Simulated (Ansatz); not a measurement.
**AgI2 in Ansatz: convergence with ecutfock ratio**

Input of the first run (ecutfock ratio 1); the others differ in this setting and in those tied to it:

File input.yaml:

```yaml
crystal:
  lattice:
    - [4.285728, 0.0, 0.0]
    - [0.0, 4.285728, 0.0]
    - [0.0, 0.0, 6.354781]
  atoms:
    - { symbol: I, position: [0.0, 0.5, 0.222238] }
    - { symbol: I, position: [0.5, 0.0, 0.777762] }
    - { symbol: Ag, position: [0.0, 0.0, 0.5] }
hamiltonian:
  xc: hse06
  pseudopotentials: { kind: paw }
kpoints:
  mp_grid: { grid: [3, 3, 2] }
scf:
  occupations: { method: gaussian, width: 0.1 }
  exx: { ecutfock_ratio: 1 }
output:
  forces: true
  stress: true
  eigenvalues: true
```

Potentials or basis: Ansatz PAW.

The run is started by

```sh
$ ansatz run input.yaml --threads 2 --pin off --max-ram 5632MiB --backend cpu --events-out ev --progress --plain --runs-dir out
```

The cell comes from a database or a generator and needn't be the stable form of this composition.

Hardware: 2 threads of Arm Neoverse V2, on a shared host.

Problem. The values tried are 1, 2, 3, 4, loosest first. From which on does the energy stay within 1 meV/atom of the tightest run that finished?

Solution. From 2 on.

| ecutfock ratio | energy less the tightest run, at zero smearing (meV/atom) | SCF cycles | CPU time (s) | peak memory (GiB) |
| --- | --- | --- | --- | --- |
| 1 | 77.32 | 21 | 31 | 0.77 |
| 2 | 0.48 | 21 | 35 | 0.82 |
| 3 | 0.00 | 21 | 36 | 0.87 |
| 4 | 0.00 | 21 | 37 | 0.95 |

The tightest run that finished is the yardstick and may itself not be fully converged.

Caveat, for the tightest run too: the k mesh is coarse (spacing up to 0.49 Å⁻¹), so the values aren't converged, least of all with exact exchange; an odd number of electrons without spin polarisation forces a metal; a magnetic or distorted state may lie lower. Spin-orbit coupling is left out, which matters for the levels of I.
